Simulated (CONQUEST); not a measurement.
Wanted: the native input for a CONQUEST 1.3 run.

* Task: single point
* Functional: PBE
* Potentials or basis: PseudoDojo NC PBE, DZ, grid cutoff 120 Ha
* k mesh: 8 × 8 × 6
* Occupations: fermi-dirac, width 0.05 eV
* Spin: no spin polarisation
* Solver: diagonalisation
* SCF tolerance: 1e-06

The system is Pd.

```xyz
2
Lattice="2.7528 0.0000 0.0000 0.0000 2.7528 0.0000 0.0000 0.0000 3.8930" Properties=species:S:1:pos:R:3 pbc="T T T"
Pd    0.0000    0.0000    0.0000
Pd    1.3764    1.3764    1.9465
```

One way to write it, as run:

Conquest_input

```
IO.Title Pd
IO.Coordinates coords.dat
IO.FractionalAtomicCoords T
IO.Iprint 2
IO.Iprint_init 1
General.NumberOfSpecies 1
General.PseudopotentialType hamann
AtomMove.TypeOfRun static
AtomMove.FullStress T
Grid.GridCutoff 120
DM.SolutionMethod diagon
Diag.MPMesh T
Diag.GammaCentred T
Diag.MPMeshX 8
Diag.MPMeshY 8
Diag.MPMeshZ 6
Diag.kT 0.00183747
minE.SCTolerance 1e-6
SC.MaxIters 100
IO.AtomChargeOutput T
%block ChemicalSpeciesLabel
1 106.420 Pd
%endblock
```

coords.dat

```
    5.2019751461     0.0000000000     0.0000000000
    0.0000000000     5.2019751461     0.0000000000
    0.0000000000     0.0000000000     7.3567038032
2
  0.0000000000   0.0000000000   0.0000000000 1 T T T
  0.5000000000   0.5000000000   0.5000000000 1 T T T
```

Potentials or basis: PseudoDojo NC PBE, DZ, grid cutoff 120 Ha.

Launch:

```console
$ Conquest
```

It gave:

```json
{
  "Pressure": "6.6 GPa",
  "Band gap on the k mesh": "none (metal or under the smearing width)"
}
```

Caveat: the atomic basis is small; the basis of atomic orbitals isn't converged, which shifts pressures, moduli and gaps; the real-space grid breaks the cell's symmetry a little.

It took 32 s on 1 thread of Intel(R) Xeon(R) 6975P-C (Granite Rapids), with other jobs on the host, peak memory 0.51 GiB.
